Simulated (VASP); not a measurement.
# HgTe (I-4m2) in VASP: a series of runs

One crystal, HgTe, is run at these levels: PBE; tasks: single point.

Program: VASP 6.6.1. These are calculated values, not measurements. Logs are shortened: lines on timing, memory, paths and dates and some standing lists are left out, and cuts for length are marked.

**1. The structure**

Symmetry: I-4m2, No. 119, tetragonal system. Conventional cell: a = 6.091 Å, b = 6.091 Å, c = 3.119 Å, α = 90.00°, β = 90.00°, γ = 90.00°. Hg (site symmetry -4m2) is surrounded by 2 Hg at 3.12 Å and 4 Te at 3.14 Å. Te (site symmetry -4m2) is surrounded by 2 Te at 3.12 Å and 4 Hg at 3.14 Å.

Measurements of this composition are mostly on another form, of space group No. 216.

**2. Single point, PBE**

INCAR reads:

```
PREC     = Accurate       # precision mode
ENCUT    = 500            # plane-wave cutoff, eV
EDIFF    = 1E-6           # SCF threshold, eV
ISMEAR   = 0              # smearing method
SIGMA    = 0.02           # smearing width, eV
LREAL    = F              # projectors in reciprocal space
LASPH    = T              # aspherical terms in the spheres
NELM     = 100            # most SCF steps
ALGO     = Fast           # electronic algorithm
ISIF     = 2              # what is computed and relaxed
LWAVE    = F              # write WAVECAR
LCHARG   = T              # write CHGCAR
GGA      = PE             # functional
LELF     = T              # ELF
LVHAR    = T
```

KPOINTS reads:

```
regular mesh
0
Gamma
  6 6 6
```

POSCAR reads:

```
HgTe
1.0
   -3.0456030000      3.0456030000      1.5594100000
    3.0456030000     -3.0456030000      1.5594100000
    3.0456030000      3.0456030000     -1.5594100000
Hg Te
1 1
Direct
    0.7500000000      0.2500000000      0.5000000000
    0.0000000000      0.0000000000      0.0000000000
```

Potentials or basis: VASP PAW PBE potentials, release 64 (Hg_sv_GW, Te_GW).

Run with:

```sh
$ cat potpaw_PBE.64/Hg_sv_GW/POTCAR potpaw_PBE.64/Te_GW/POTCAR > POTCAR
$ mpirun -np 1 vasp_std > vasp.out
```

OUTCAR:

```text
PREC = Accurate
   ENCUT = 500
   EDIFF = 1E-6
   ISMEAR = 0
   LREAL = F
   LASPH = T
   NELM = 100
   ISIF = 2
   GGA = PE

 ion  position               nearest neighbor table
   1  0.750  0.250  0.500-   2 3.14   2 3.14   2 3.14   2 3.14
   2  0.000  0.000  0.000-   1 3.14   1 3.14   1 3.14   1 3.14

  LATTYP: Found a body centered tetragonal cell.
 ALAT       =     6.0912060000
 C/A-ratio  =     0.5120201156

  Lattice vectors:

 A1 = (  -3.0456030000,   3.0456030000,   1.5594100000)
 A2 = (   3.0456030000,  -3.0456030000,   1.5594100000)
 A3 = (   3.0456030000,   3.0456030000,  -1.5594100000)

Analysis of symmetry for initial positions (statically):
=====================================================================
 Subroutine PRICEL returns:
 Original cell was already a primitive cell.

 Routine SETGRP: Setting up the symmetry group for a
 body centered tetragonal supercell.

 Subroutine GETGRP returns: Found  8 space group operations
 (whereof  8 operations were pure point group operations)
 out of a pool of 16 trial point group operations.

The static configuration has the point symmetry D_2d.

Analysis of symmetry for dynamics (positions and initial velocities):
=====================================================================
 Subroutine PRICEL returns:
 Original cell was already a primitive cell.

 Routine SETGRP: Setting up the symmetry group for a
 body centered tetragonal supercell.

 Subroutine GETGRP returns: Found  8 space group operations
 (whereof  8 operations were pure point group operations)
 out of a pool of 16 trial point group operations.

The dynamic configuration has the point symmetry D_2d.

 Subroutine INISYM returns: Found  8 space group operations
 (whereof  8 operations are pure point group operations),
 and found     1 'primitive' translations

----------------------------------------------------------------------------------------

                                     Primitive cell

  volume of cell :      57.8585

  direct lattice vectors                    reciprocal lattice vectors
    -3.045603000  3.045603000  1.559410000     0.000000000  0.164171102  0.320634086
     3.045603000 -3.045603000  1.559410000     0.164171102  0.000000000  0.320634086
     3.045603000  3.045603000 -1.559410000     0.164171102  0.164171102  0.000000000

  length of vectors
     4.580737366  4.580737366  4.580737366     0.360219888  0.360219888  0.232172999

  position of ions in fractional coordinates (direct lattice)
     0.750000000  0.250000000  0.500000000
     0.000000000  0.000000000  0.000000000

  ion indices of the primitive-cell ions
   primitive index   ion index
                 1           1
                 2           2

----------------------------------------------------------------------------------------

 KPOINTS: regular mesh

Automatic generation of k-mesh.
 Grid dimensions read from file:
 generate k-points for:    6    6    6

 Generating k-lattice:

  Cartesian coordinates                     Fractional coordinates (reciprocal lattice)
     0.000000000  0.027361850  0.053439014     0.166666667  0.000000000  0.000000000
     0.027361850  0.000000000  0.053439014     0.000000000  0.166666667  0.000000000
     0.027361850  0.027361850  0.000000000     0.000000000  0.000000000  0.166666667

  Length of vectors
     0.060036648  0.060036648  0.038695500

  Shift w.r.t. Gamma in fractional coordinates (k-lattice)
     0.000000000  0.000000000  0.000000000

 Subroutine IBZKPT returns following result:
 ===========================================

 Found     30 irreducible k-points:

 Following reciprocal coordinates:
            Coordinates               Weight
  0.000000  0.000000  0.000000      1.000000
  0.166667  0.000000  0.000000      8.000000
  0.333333  0.000000  0.000000      8.000000
  0.500000  0.000000  0.000000      4.000000
  0.166667  0.166667  0.000000      8.000000
  0.333333  0.166667  0.000000     16.000000
[... 16 lines left out ...]
 -0.333333 -0.333333  0.166667      8.000000
 -0.166667 -0.333333  0.166667      8.000000
 [... further k-points ...]
   k-points           NKPTS =     30   k-points in BZ     NKDIM =     30   number of bands    NBANDS=     17
   number of dos      NEDOS =    301   number of ions     NIONS =      2
   total plane-waves  NPLWV =  46656
   dimension x,y,z NGX =    36 NGY =   36 NGZ =   36
   dimension x,y,z NGXF=    72 NGYF=   72 NGZF=   72
   ions per type =               1   1
   NGX,Y,Z   is equivalent  to a cutoff of  13.07, 13.07, 13.07 a.u.
   NGXF,Y,Z  is equivalent  to a cutoff of  26.13, 26.13, 26.13 a.u.
 SYSTEM =  unknown system
   PREC   = accura    normal or accurate (medium, high low for compatibility)
   ISTART =      0    job   : 0-new  1-cont  2-samecut
   ICHARG =      2    charge: 1-file 2-atom 10-const
   ISPIN  =      1    spin polarized calculation?
   LNONCOLLINEAR =      F non collinear calculations
   LSORBIT =      F    spin-orbit coupling
   LASPH  =      T    aspherical Exc in radial PAW
   ENCUT  =  500.0 eV  36.75 Ry    6.06 a.u.   8.35  8.35  8.35*2*pi/ulx,y,z
   NELM   =    100;   NELMIN=  2; NELMDL= -5     # of ELM steps
   EDIFF  = 0.1E-05   stopping-criterion for ELM
   LREAL  =      F    real-space projection
   EDIFFG = 0.1E-04   stopping-criterion for IOM
   NSW    =      0    number of steps for IOM
   IBRION =     -1    ionic relax: 0-MD 1-quasi-New 2-CG
   NFREE  =      0    steps in history (QN), initial steepest desc. (CG)
   ISIF   =      2    stress and relaxation
   ISYM   =      2    0-nonsym 1-usesym 2-fastsym
   POTIM  = 0.5000    time-step for ionic-motion
   TEBEG  =    0.0;   TEEND  =   0.0 temperature during run
   PSTRESS=    0.0 pullay stress
   NELECT =      26.0000    total number of electrons
   NUPDOWN=      -1.0000    fix difference up-down
   EMIN   =  10.00;   EMAX   =-10.00  energy-range for DOS
   EFERMI =   0.00;   METHOD = LEGACY
   ISMEAR =     0;   SIGMA  =   0.02  broadening in eV -4-tet -1-fermi 0-gaus
   EFERMI_NEDOS =   21; number of points for ismear=-14 and -15
   IALGO  =     68    algorithm
   IMIX   =      4    mixing-type and parameters
     AMIX     =   0.40;   BMIX     =  1.00
     AMIX_MAG =   1.60;   BMIX_MAG =  1.00
  volume/ion in A,a.u.               =      28.93       195.22
  Fermi-wavevector in a.u.,A,eV,Ry     =   1.253941  2.369604 21.393354  1.572367
  Thomas-Fermi vector in A             =   2.387769
   LORBIT       =      0    0 simple, 1 ext, 2 COOP (PROOUT), +10 PAW based schemes
   GGA     = PE    functional components
   LHFCALC =     F    Hartree Fock is set to
   AEXX    =    0.0000 exact exchange contribution
   IVDW    =     0    specifies the selected vdW correction
   LEPSILON=     F    determine dielectric tensor
   LRPA    =     F    only Hartree local field effects (RPA)
 non-spin polarized calculation
 RMM-DIIS sequential band-by-band and
 Gauss-broadening in eV      SIGMA  =   0.02
  energy-cutoff  :      500.00
  volume of cell :       57.86
 maximum number of plane-waves:      1501
 NGX is ok and might be reduce to    36
   NGX = 17   NGY = 17   NGZ = 17

 number of electron      25.9999994 magnetization

 Free energy of the ion-electron system (eV)
  ---------------------------------------------------
  ext. energy  EPLUGINS =         0.00000000
  ---------------------------------------------------
  free energy    TOTEN  =        -3.15963941 eV

  energy without entropy =       -3.15923717  energy(sigma->0) =       -3.15943829

 E-fermi :   5.9517     XC(G=0): -10.0139

 val. band max:        5.9398243414   @ k =  -0.1667  -0.3333   0.1667
 cond. band min:       6.0050190106   @ k =   0.5000   0.3333   0.0000
 fundamental gap:      0.0651946693
 Fermi energy:         5.9517205057

 k-point     1 :       0.0000    0.0000    0.0000
  band No.  band energies     occupation
      1    -108.8897      2.00000
      2     -57.2358      2.00000
      3     -57.2305      2.00000
      4     -57.2305      2.00000
      5      -6.7994      2.00000
      6      -1.5007      2.00000
[... 9 lines left out ...]
     16      12.6997      0.00000
     17      12.7237      0.00000

 k-point     2 :       0.1667    0.0000    0.0000
  band No.  band energies     occupation
      1    -108.8895      2.00000
      2     -57.2426      2.00000
      3     -57.2297      2.00000
      4     -57.2296      2.00000
      5      -6.3668      2.00000
      6      -1.1104      2.00000
[... 9 lines left out ...]
     16      11.6287      0.00000
     17      13.0030      0.00000

 k-point     3 :       0.3333    0.0000    0.0000
  band No.  band energies     occupation
      1    -108.8891      2.00000
      2     -57.2565      2.00000
      3     -57.2287      2.00000
      4     -57.2285      2.00000
      5      -5.2262      2.00000
      6      -0.9378      2.00000
[... 9 lines left out ...]
     16      10.5470      0.00000
     17      11.4016      0.00000

 k-point     4 :       0.5000    0.0000    0.0000
  band No.  band energies     occupation
      1    -108.8890      2.00000
      2     -57.2636      2.00000
      3     -57.2283      2.00000
      4     -57.2279      2.00000
      5      -4.3413      2.00000
      6      -1.1036      2.00000
[... 9 lines left out ...]
     16       9.5664      0.00000
     17      11.6849      0.00000
[... 343 lines left out ...]
      1    -108.8892      2.00000
      2     -57.2566      2.00000
      3     -57.2286      2.00000
      4     -57.2286      2.00000
      5      -4.9945      2.00000
      6      -0.9570      2.00000
[... 9 lines left out ...]
     16      11.1952      0.00000
     17      12.3716      0.00000

 k-point    23 :      -0.3333   -0.3333    0.1667
  band No.  band energies     occupation
      1    -108.8892      2.00000
      2     -57.2567      2.00000
      3     -57.2287      2.00000
      4     -57.2286      2.00000
      5      -4.9552      2.00000
      6      -0.9916      2.00000
[... 9 lines left out ...]
     16      11.9061      0.00000
     17      12.4296      0.00000

 k-point    24 :      -0.1667   -0.3333    0.1667
  band No.  band energies     occupation
      1    -108.8890      2.00000
      2     -57.2635      2.00000
      3     -57.2280      2.00000
      4     -57.2280      2.00000
      5      -4.3894      2.00000
      6      -1.1093      2.00000
[... 9 lines left out ...]
     16       9.9501      0.00000
     17      10.6088      0.00000

 [... further k-points ...]

------------------------ aborting loop because EDIFF is reached ----------------------------------------

  FORCE on cell =-STRESS in cart. coord.  units (eV):
  Direction    XX          YY          ZZ          XY          YZ          ZX
  --------------------------------------------------------------------------------------
  -------------------------------------------------------------------------------------
  Total       -0.3074625     -0.3074625     -0.1184749      0.0000000      0.0000000      0.0000000
  in kB       -8.5140431     -8.5140431     -3.2807265      0.0000000      0.0000000      0.0000000
  external PRESSURE =      -6.7696042 kB  Pullay stress =       0.0000000 kB

 VOLUME and BASIS-vectors are now :
 -----------------------------------------------------------------------------
  energy-cutoff  :      500.00
  volume of cell :       57.86
      direct lattice vectors                 reciprocal lattice vectors
    -3.045603000  3.045603000  1.559410000     0.000000000  0.164171102  0.320634086
     3.045603000 -3.045603000  1.559410000     0.164171102  0.000000000  0.320634086
     3.045603000  3.045603000 -1.559410000     0.164171102  0.164171102  0.000000000

 POSITION                                       TOTAL-FORCE (eV/Angst)
 -----------------------------------------------------------------------------------
      0.00000      3.04560      0.77970        -0.000000     -0.000000      0.000000
      0.00000      0.00000      0.00000         0.000000      0.000000     -0.000000
 -----------------------------------------------------------------------------------
    total drift:                               -0.000000      0.000000     -0.000000

  FREE ENERGIE OF THE ION-ELECTRON SYSTEM (eV)
  ---------------------------------------------------
  free  energy   TOTEN  =        -3.1596394123 eV

  energy  without entropy=       -3.1592371651  energy(sigma->0) =       -3.15943829
```

Wall time 38 s (1 thread of Intel Xeon Platinum 8488C (Sapphire Rapids), shared host); peak memory 0.24 GiB.

What came out:

| Quantity | Value |
| --- | --- |
| Free energy | -3.1596 eV |
| Pressure | -0.7 GPa |
| Band gap on the k mesh | none (metal or under the smearing width) |

Levels at points of the mesh, in eV from the Fermi level:
```csv
k point,band 9,band 10,band 11,band 12,band 13,band 14,band 15,band 16,band 17
"(0.00, 0.00, 0.00)",-6.26,-6.26,-3.59,-2.68,-2.68,3.09,4.48,6.75,6.77
"(0.50, 0.00, 0.00)",-6.50,-6.30,-4.82,-2.13,-1.32,-0.26,3.05,3.61,5.73
"(0.50, 0.50, 0.00)",-6.24,-6.21,-6.18,-1.15,1.29,1.82,2.60,3.21,8.65
"(0.50, 0.50, 0.50)",-6.23,-6.23,-4.52,-4.52,-4.48,2.78,7.10,7.81,7.81
```

Caveat: the k mesh is coarse (spacing up to 0.38 Å⁻¹), so the values aren't converged. The run has no spin-orbit coupling, so splittings on Hg, Te are missing.

**3. Single point, PBE**

INCAR reads:

```
SYSTEM = HgTe
ALGO = Normal
EDIFF = 1E-7
ENCUT = 450
GGA = PE
ISIF = 2
ISMEAR = 0
LASPH = .TRUE.
LCHARG = .FALSE.
LREAL = .FALSE.
LWAVE = .FALSE.
NBANDS = 20
NELM = 80
PREC = Accurate
SIGMA = 0.02
```

KPOINTS reads:

```
k-points
0
G
  5 5 5
  0 0 0
```

POSCAR is that of step 2.

Potentials or basis: VASP PAW PBE potentials, release 64 (Hg_sv_GW, Te_GW).

Run with:

```sh
$ cat potpaw_PBE.64/Hg_sv_GW/POTCAR potpaw_PBE.64/Te_GW/POTCAR > POTCAR
$ mpirun -np 1 vasp_std > vasp.out
```

Wall time 18 s (1 thread of Intel Xeon Platinum 8488C (Sapphire Rapids), shared host); peak memory 0.19 GiB.

The run converged. Its results:

- Free energy: -3.1116 eV
- Pressure: -1.1 GPa
- Band gap on the k mesh: none (metal or under the smearing width)

Stress tensor (GPa, compression positive):
```
-2.57  0.00  0.00
 0.00 -2.57  0.00
 0.00  0.00  1.98
```

Levels at points of the mesh, in eV from the Fermi level:
```
           k point  band 9  band 10  band 11  band 12  band 13  band 14  band 15  band 16  band 17  band 18
(0.00, 0.00, 0.00)   -5.95    -5.95    -3.21    -2.22    -2.22     3.63     4.89     7.14     7.14     9.43
```

Caveat: the k mesh is coarse (spacing up to 0.45 Å⁻¹), so the values aren't converged.
